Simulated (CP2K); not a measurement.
Runs of CP2K 2026.2 on AlN. All rows change the cell; the cell of one of them follows. It takes space group P6_3mc (No. 186, hexagonal). Conventional cell: a = 3.113 Å, b = 3.113 Å, c = 4.782 Å, α = 90.00°, β = 90.00°, γ = 120.00°. Al (site symmetry 3m) is surrounded by 4 N at 1.82 to 1.89 Å. N (site symmetry 3m) has 4 Al at 1.82 to 1.89 Å as nearest neighbours. 

| cell | gap on the mesh (eV) | pressure (GPa) | largest force (eV/Å) |
| --- | --- | --- | --- |
| strain_c = -0.04 | 4.49 | (b) | 0.87 |
| strain_c = 0.06 | 3.71 | -6.8 | 0.28 |
| strain_c = -0.02 | 4.37 | 7.0 | 0.45 |
| strain_c = 0.02 | 4.11 | -0.9 | (a) |
| strain_c = 0 | 4.24 | (c) | - |

Alike in all rows: task atomic charges; level PBE; potentials or basis POTENTIAL_UZH Al GTH-PBE-q3, N GTH-PBE-q5; TZVP-MOLOPT-PBE-GTH basis; no spin polarisation; k mesh 10 × 10 × 6; smearing fermi-dirac 0.05 eV.

**Question.** Estimate the missing entries.

**Answer.** (a) 0.08; (b) 11.8; (c) 2.7.

Caveats: the basis of atomic orbitals isn't converged, which shifts pressures, moduli and gaps; the forces don't sum to zero, a sign of grid noise (some runs).

A k mesh can miss the band edges.
